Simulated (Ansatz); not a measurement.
MgB2 under changes of volume

One of the cells (9.679 Å³/atom); the others are scaled copies at fixed shape and fractional positions:

```xyz
3
Lattice="3.0850 0.0000 0.0000 -1.5425 2.6717 0.0000 0.0000 0.0000 3.5230" Properties=species:S:1:pos:R:3 pbc="T T T"
Mg    0.0000    0.0000    0.0000
B     1.5425    0.8906    1.7615
B     0.0000    1.7811    1.7615
```

* Program: Ansatz 0.2.0
* Functional: PBEsol
* Potentials or basis: Ansatz PAW
* Cutoff: 420 eV (not typed: the program's choice for these potentials)
* k mesh: 10 × 10 × 8
* Occupations: fermi-dirac, width 0.05 eV
* Spin: no spin polarisation

```tsv
volume (Å³/atom)	energy over the lowest point (meV/atom)	pressure (GPa)
9.098	?	?
9.292	2.03	3.3
9.485	0.00	0.0
9.679	1.81	-3.0
9.873	7.12	-5.8
10.066	15.61	-8.3
10.260	27.01	-10.6
```

What does the run at 9.098 Å³/atom give?

Energy over the lowest point 8.27 meV/atom; pressure 7.0 GPa.

Worked out: A Birch-Murnaghan fit of order 3 (a polynomial in V^(-2/3)) to the other rows has its minimum at 9.49 Å³/atom with B0 = V·E''(V) = 156 GPa and B' = 3.7 at fixed shape and positions, which overstates the stiffness. It gives 8.32 meV/atom at 9.098 Å³/atom, against the run's 8.27, and -dE/dV = 7.1 GPa, against 7.0.

Energies are extrapolated to zero smearing.

Caveats: the PAW data sets come from PBE, with cores solved anew for the run's functional, which leaves a small shift of forces and pressure.
